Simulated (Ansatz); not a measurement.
# S: squeezing one contact

An exercise on one series of results from a longer session: the logs are not shown, and one member is left open.

Method: DFT PBE, with the methods named in each step, in Ansatz 0.2.0.

1 further run of the same task is left out (it didn't finish).

## The system as given

Symmetry: Fd-3m, No. 227, cubic system. The conventional cell has a = 5.540 Å, b = 5.540 Å, c = 5.540 Å, α = 90.00°, β = 90.00°, γ = 90.00°. S (site symmetry -43m) is surrounded by 4 S at 2.40 Å.

Coordinates:

```cif
data_structure
_symmetry_space_group_name_H-M 'P 1'
_symmetry_Int_Tables_number 1
_cell_length_a 3.9171
_cell_length_b 3.9171
_cell_length_c 3.9171
_cell_angle_alpha 60.000
_cell_angle_beta 60.000
_cell_angle_gamma 60.000
_cell_volume 42.50
loop_
_atom_site_label
_atom_site_type_symbol
_atom_site_fract_x
_atom_site_fract_y
_atom_site_fract_z
_atom_site_occupancy
S1 S 0.87500 0.87500 0.87500 1
S2 S 0.12500 0.12500 0.12500 1
```

Atoms are numbered in the order of the input: S1, S2.

Set-up of the first run:

File input.yaml:

```yaml
crystal:
  lattice:
    - [0.0, 2.7698291284, 2.7698291284]
    - [2.7698291284, 0.0, 2.7698291284]
    - [2.7698291284, 2.7698291284, 0.0]
  atoms:
    - { symbol: S, position: [-0.125, -0.125, -0.125] }
    - { symbol: S, position: [0.125, 0.125, 0.125] }
kpoints:
  mp_grid: { grid: [9, 9, 9] }
scf:
  occupations: { method: fermi_dirac, width: 0.05 }
hamiltonian:
  xc: pbe
  pseudopotentials: { kind: all_electron, lapw: { basis_error: 0.001 } }
output:
  forces: true
  stress: true
  eigenvalues: true
  populations: true
```

Run with:

```
> ansatz run input.yaml --threads 1 --pin off --max-ram 2048MiB --backend cpu --events-out ev --progress --plain --runs-dir out
```

Among the steps run: The bond as given, LAPW; Shortest bond scaled by 1, crystal datasets; Shortest bond scaled by 0.94, LAPW; Shortest bond scaled by 0.94, norm-conserving; Shortest bond scaled by 0.88, LAPW; Shortest bond scaled by 0.82, LAPW; Shortest bond scaled by 0.76, LAPW; Shortest bond scaled by 0.76, crystal datasets.

One of the session's tables, all rows but one given; the rest of the session is left out.

| method | length (Å) | pressure (GPa) | largest force (eV/Å) |
| --- | --- | --- | --- |
| LAPW | 1.823 | 17.55 | 2.765 |
| LAPW | 1.967 | 10.26 | 1.366 |
| LAPW | 2.111 | ? | ? |
| LAPW | 2.255 | 6.93 | 2.506 |
| LAPW | 2.399 | 7.40 | 0.000 |
| PAW | 1.823 | 17.56 | 2.783 |
| PAW | 1.967 | 10.23 | 1.359 |
| PAW | 2.111 | 7.49 | 2.937 |
| PAW | 2.255 | 6.90 | 2.503 |
| PAW | 2.399 | 7.37 | 0.000 |
| PAW (partial_waves polarizable) | 1.823 | 17.56 | 2.783 |
| crystal datasets | 1.823 | 17.54 | 2.765 |
| crystal datasets | 2.399 | 7.40 | 0.000 |
| norm-conserving | 2.255 | 6.92 | 2.502 |

Q: Estimate the row for LAPW, 2.111 from the others.

The run gave: pressure (GPa): 7.52; largest force (eV/Å): 2.941. In the column «pressure (GPa)» it lies between PAW, 2.111 (7.49) and PAW, 1.967 (10.23).

Caveats from the session: Rows by PAW come from runs of the same series that aren't printed here. Warnings in the runs' records: crystal datasets made.
